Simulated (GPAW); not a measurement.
A run of GPAW 26.7.0 is set up as follows.

The input run.py:

```python
from ase import Atoms
from ase.calculators.mixing import SumCalculator
from ase.filters import FrechetCellFilter
from ase.io import write
from ase.optimize import BFGS
from dftd3.ase import DFTD3
from gpaw import GPAW, PW, setup_paths

setup_paths.insert(0, '.')

atoms = Atoms(['Ti', 'C'],
              cell=[[0.0, 2.1657188437, 2.1657188437],
                    [2.1657188437, 0.0, 2.1657188437],
                    [2.1657188437, 2.1657188437, 0.0]],
              scaled_positions=[[0.0, 0.0, 0.0],
                                [0.5, 0.5, 0.5]],
              pbc=True)

calc = GPAW(mode=PW(800),
            xc='PBEsol',
            kpts={'size': (11, 11, 11), 'gamma': True},
            occupations={'name': 'fermi-dirac', 'width': 0.05},
            nbands=18,
            convergence={'density': 1e-05, 'forces': 0.0001},
            maxiter=150,
            txt='gpaw.txt')
atoms.calc = SumCalculator([calc, DFTD3(damping='d3bj', params_tweaks=dict(method='pbesol', atm=True))])
opt = BFGS(FrechetCellFilter(atoms), trajectory='relax.traj', logfile='-')
done = opt.run(fmax=0.02, steps=60)
calc.write('gs.gpw')
write('result.traj', atoms)
print('Converged:', done)
print('Cell:', atoms.cell.cellpar().round(4))
print('Volume:', round(atoms.get_volume(), 4))
print(atoms.get_scaled_positions().round(5))
```

Potentials or basis: PAW data sets generated in the run's folder for this functional, pw.

The run is started by

```console
$ gpaw-setup -f PBEsol C Ti
$ OMP_NUM_THREADS=1 python run.py
```

Task: Estimate the band gap on the k mesh.

Result: None (metal or under the smearing width).

Task: Estimate the space group after relaxing (to 0.05 Å).

Result: Fm-3m (No. 225).

Task: Predict the relaxed cell.

Result: a = 3.020 Å, b = 3.020 Å, c = 3.020 Å, α = 60.00°, β = 60.00°, γ = 60.00°.

Task: Estimate the relaxed volume.

Result: 9.73 Å³/atom.

The path:
| step | energy change (eV) | largest force (eV/Å) | pressure (GPa) | volume (Å³) |
| --- | --- | --- | --- | --- |
| 1 | 0.0000 | 0.0000 | -11.04 | 20.32 |
| 2 | -0.0164 | 0.0000 | -7.38 | 20.01 |
| 3 | -0.0272 | 0.0000 | 0.35 | 19.44 |
| 4 | -0.0273 | 0.0000 | -0.01 | 19.47 |

Caveat: later steps reuse the first step's grids; pairwise dispersion overbinds metals, which lowers pressure and volume.
